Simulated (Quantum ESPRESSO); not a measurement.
A run of Quantum ESPRESSO 7.5 is set up as follows.

The input pw.in:

```
&CONTROL
  calculation = 'scf'
  prefix = 'pwscf'
  outdir = './tmp'
  pseudo_dir = './pseudo'
  tprnfor = .true.
  tstress = .true.
  disk_io = 'low'
/
&SYSTEM
  ibrav = 0
  celldm(1) = 8
  nat = 3
  ntyp = 1
  ecutwfc = 45
  ecutrho = 360
  nbnd = 15
  occupations = 'smearing'
  smearing = 'fd'
  degauss = 0.00367493
/
&ELECTRONS
  conv_thr = 6d-10
  electron_maxstep = 120
  mixing_beta = 0.5
/
ATOMIC_SPECIES
Te   127.6000 te_pbesol_v1.uspp.F.UPF
CELL_PARAMETERS alat
  1.0521050198854   0.0000000000000   0.0000000000000
 -0.5260525099427   0.9111496746803   0.0000000000000
  0.0000000000000   0.0000000000000   1.3993421952854
ATOMIC_POSITIONS crystal
Te     0.7310000000    0.7310000000    0.0000000000
Te     0.0000000000    0.2690000000    0.6666666667
Te     0.2690000000    0.0000000000    0.3333333333
K_POINTS automatic
7 7 5 0 0 0
```

The input bands.in:

```
&CONTROL
  calculation = 'bands'
  prefix = 'pwscf'
  outdir = './tmp'
  pseudo_dir = './pseudo'
  disk_io = 'low'
  verbosity = 'high'
/
&SYSTEM
  ibrav = 0
  celldm(1) = 8
  nat = 3
  ntyp = 1
  ecutwfc = 45
  ecutrho = 360
  nbnd = 15
  occupations = 'smearing'
  smearing = 'fd'
  degauss = 0.00367493
/
&ELECTRONS
  conv_thr = 1d-08
  electron_maxstep = 120
  mixing_beta = 0.5
  diago_full_acc = .true.
  startingwfc = 'random'
/
ATOMIC_SPECIES
Te   127.6000 te_pbesol_v1.uspp.F.UPF
CELL_PARAMETERS alat
  1.0521050198854   0.0000000000000   0.0000000000000
 -0.5260525099427   0.9111496746803   0.0000000000000
  0.0000000000000   0.0000000000000   1.3993421952854
ATOMIC_POSITIONS crystal
Te     0.7310000000    0.7310000000    0.0000000000
Te     0.0000000000    0.2690000000    0.6666666667
Te     0.2690000000    0.0000000000    0.3333333333
K_POINTS crystal
60
 0.0000000000  0.0000000000  0.0000000000 1
 0.0714285714  0.0000000000  0.0000000000 1
 0.1428571429  0.0000000000  0.0000000000 1
 0.2142857143  0.0000000000  0.0000000000 1
 0.2857142857  0.0000000000  0.0000000000 1
 0.3571428571  0.0000000000  0.0000000000 1
 0.4285714286  0.0000000000  0.0000000000 1
 0.5000000000  0.0000000000  0.0000000000 1
 0.4583333333  0.0833333333  0.0000000000 1
 0.4166666667  0.1666666667  0.0000000000 1
 0.3750000000  0.2500000000  0.0000000000 1
 0.3333333333  0.3333333333  0.0000000000 1
 0.2962962963  0.2962962963  0.0000000000 1
 0.2592592593  0.2592592593  0.0000000000 1
 0.2222222222  0.2222222222  0.0000000000 1
 0.1851851852  0.1851851852  0.0000000000 1
 0.1481481481  0.1481481481  0.0000000000 1
 0.1111111111  0.1111111111  0.0000000000 1
 0.0740740741  0.0740740741  0.0000000000 1
 0.0370370370  0.0370370370  0.0000000000 1
 0.0000000000  0.0000000000  0.0000000000 1
 0.0000000000  0.0000000000  0.1000000000 1
 0.0000000000  0.0000000000  0.2000000000 1
 0.0000000000  0.0000000000  0.3000000000 1
 0.0000000000  0.0000000000  0.4000000000 1
 0.0000000000  0.0000000000  0.5000000000 1
 0.0625000000  0.0000000000  0.5000000000 1
 0.1250000000  0.0000000000  0.5000000000 1
 0.1875000000  0.0000000000  0.5000000000 1
 0.2500000000  0.0000000000  0.5000000000 1
 0.3125000000  0.0000000000  0.5000000000 1
 0.3750000000  0.0000000000  0.5000000000 1
 0.4375000000  0.0000000000  0.5000000000 1
 0.5000000000  0.0000000000  0.5000000000 1
 0.4583333333  0.0833333333  0.5000000000 1
 0.4166666667  0.1666666667  0.5000000000 1
 0.3750000000  0.2500000000  0.5000000000 1
 0.3333333333  0.3333333333  0.5000000000 1
 0.3000000000  0.3000000000  0.5000000000 1
 0.2666666667  0.2666666667  0.5000000000 1
 0.2333333333  0.2333333333  0.5000000000 1
 0.2000000000  0.2000000000  0.5000000000 1
 0.1666666667  0.1666666667  0.5000000000 1
 0.1333333333  0.1333333333  0.5000000000 1
 0.1000000000  0.1000000000  0.5000000000 1
 0.0666666667  0.0666666667  0.5000000000 1
 0.0333333333  0.0333333333  0.5000000000 1
 0.0000000000  0.0000000000  0.5000000000 1
 0.5000000000  0.0000000000  0.5000000000 1
 0.5000000000  0.0000000000  0.4000000000 1
 0.5000000000  0.0000000000  0.3000000000 1
 0.5000000000  0.0000000000  0.2000000000 1
 0.5000000000  0.0000000000  0.1000000000 1
 0.5000000000  0.0000000000  0.0000000000 1
 0.3333333333  0.3333333333  0.0000000000 1
 0.3333333333  0.3333333333  0.1000000000 1
 0.3333333333  0.3333333333  0.2000000000 1
 0.3333333333  0.3333333333  0.3000000000 1
 0.3333333333  0.3333333333  0.4000000000 1
 0.3333333333  0.3333333333  0.5000000000 1
```

Potentials or basis: GBRV 1.5 PBEsol.

Launch:

```bash
$ OMP_NUM_THREADS=1 mpirun -n 2 pw.x -nk 2 -in pw.in > pw.out
$ OMP_NUM_THREADS=1 mpirun -n 2 pw.x -nk 2 -in bands.in > bands.out
```

What does it give for the pressure?

-1.0 GPa.

What does it give for the band gap along the path?

0.15 eV, direct.

Predict the largest force.

0.196 eV/Å.

Levels at the corners of the path, in eV from the valence-band top:
| point | band 7 | band 8 | band 9 | band 10 | band 11 | band 12 |
| --- | --- | --- | --- | --- | --- | --- |
| Γ | -1.69 | -1.69 | -0.83 | 1.03 | 1.03 | 1.63 |
| M | -3.55 | -1.05 | -0.81 | 0.80 | 0.85 | 2.78 |
| K | -3.11 | -2.96 | -2.72 | 2.87 | 2.87 | 3.16 |
| Γ | -1.69 | -1.69 | -0.83 | 1.03 | 1.03 | 1.63 |
| A | -1.30 | -1.02 | -1.02 | 0.43 | 0.43 | 0.43 |
| L | -2.48 | -2.13 | -0.21 | 0.70 | 1.96 | 2.56 |
| H | -0.98 | 0.00 | 0.00 | 0.15 | 1.29 | 1.29 |
| A | -1.30 | -1.02 | -1.02 | 0.43 | 0.43 | 0.43 |
| L | -2.48 | -2.13 | -0.21 | 0.70 | 1.96 | 2.56 |
| M | -3.55 | -1.05 | -0.81 | 0.80 | 0.85 | 2.78 |
| K | -3.11 | -2.96 | -2.72 | 2.87 | 2.87 | 3.16 |
| H | -0.98 | 0.00 | 0.00 | 0.15 | 1.29 | 1.29 |

Caveat: spin-orbit coupling is left out, which moves the levels of the heavy elements.
